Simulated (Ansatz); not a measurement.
Rh: pressure and energy less free atoms against volume per atom

Results calculated with Ansatz 0.2.0, not measured. Periodic Kohn-Sham DFT of a crystal at fixed atoms; pressure and stress are positive in compression; the energy is the free energy less that of spherical unpolarised free atoms; site moments are those in the method's own spheres, positive along +z.

Cell of the first row (space group Pm-3m, No. 221):
```
cell vectors (Å)
   2.4847     0.0000     0.0000
   0.0000     2.4847     0.0000
   0.0000     0.0000     2.4847
atoms (fractions of the cell vectors)
Rh  0.00000  0.00000  0.00000
```

Settings of every row: method all-electron LAPW; functional PBE; relativity scalar; k mesh 14x14x14; filling fermi-dirac; smearing width 0.08 eV; basis error target 0.5 meV/atom; nucleus gaussian.

Atom start moment: 0 on all atoms.

Limits: the cell comes from a prototype or a list of computed structures and needn't be the stable phase.

```
row  volume per atom (Å³)  pressure (GPa)  energy less free atoms (eV/atom)
  1                 15.34          13.038                           -6.4622
  2                15.985           3.839                           -6.4954
  3                16.311          -0.041                           -6.4992
  4                16.637               ?                                 ?
  5                 17.29          -9.202                           -6.4693
```

Question: what pressure and energy less free atoms should row 4 give?

Worked fit of pressure. Take u = (V_r/V)^(2/3) − 1 with V_r = 16.148 Å³ an atom, which is twice the finite (Eulerian) strain; such expansions in the strain, on which the Birch-Murnaghan equation of state is built, carry the rest volume and the bulk modulus. The shown rows have u = 0.03481, 0.00679, -0.00667, -0.04453. Least squares give pressure = 1.8399 + 289.307 × u + 928.92 × u² GPa; a straight line predicts inner rows, each left out in turn, worse (root mean square 0.95 against 0.016 GPa). The rows lie off it by 0.002, -0.008, 0.007, -0.001 (root mean square 0.0054 GPa). The pressure vanishes at u = -0.0065, or V = 16.31 Å³ an atom, and there the bulk modulus at fixed shape and fractions is B = −V dP/dV = (2/3)(1 + u) dP/du = 184 GPa. The withheld row has u = -0.01969, so the fit gives 1.8399 + 289.307 × (-0.01969) + 928.92 × (-0.01969)² = -3.496 GPa.

The calculation gave -3.476 GPa. The fit lies 0.020 GPa (0.09 % of the column's range) below it; its largest miss of a shown row is 0.008 GPa.

Worked fit of energy less free atoms. Take u = (V_r/V)^(2/3) − 1 with V_r = 16.148 Å³ an atom, which is twice the finite (Eulerian) strain; such expansions in the strain, on which the Birch-Murnaghan equation of state is built, carry the rest volume and the bulk modulus. The shown rows have u = 0.03481, 0.00679, -0.00667, -0.04453. Least squares give energy less free atoms = −6.49828 + 0.2957 × u + 21.259 × u² eV/atom; a straight line predicts inner rows, each left out in turn, worse (root mean square 0.022 against 0.00022 eV/atom). The rows lie off it by 0.0000, -0.0001, 0.0001, 0.0000. Its lowest point lies at u = -0.0070, or V = 16.32 Å³ an atom, and the curvature there gives the bulk modulus at fixed shape and fractions, B = (4/9)(1 + u)² E″(u)/V = 183 GPa. The withheld row has u = -0.01969, so the fit gives −6.49828 + 0.2957 × (-0.01969) + 21.259 × (-0.01969)² = -6.4959 eV/atom.

The calculation gave -6.4955 eV/atom. The fit lies 0.0004 eV/atom (1.1 % of the column's range) below it; its largest miss of a shown row is 0.0001 eV/atom.
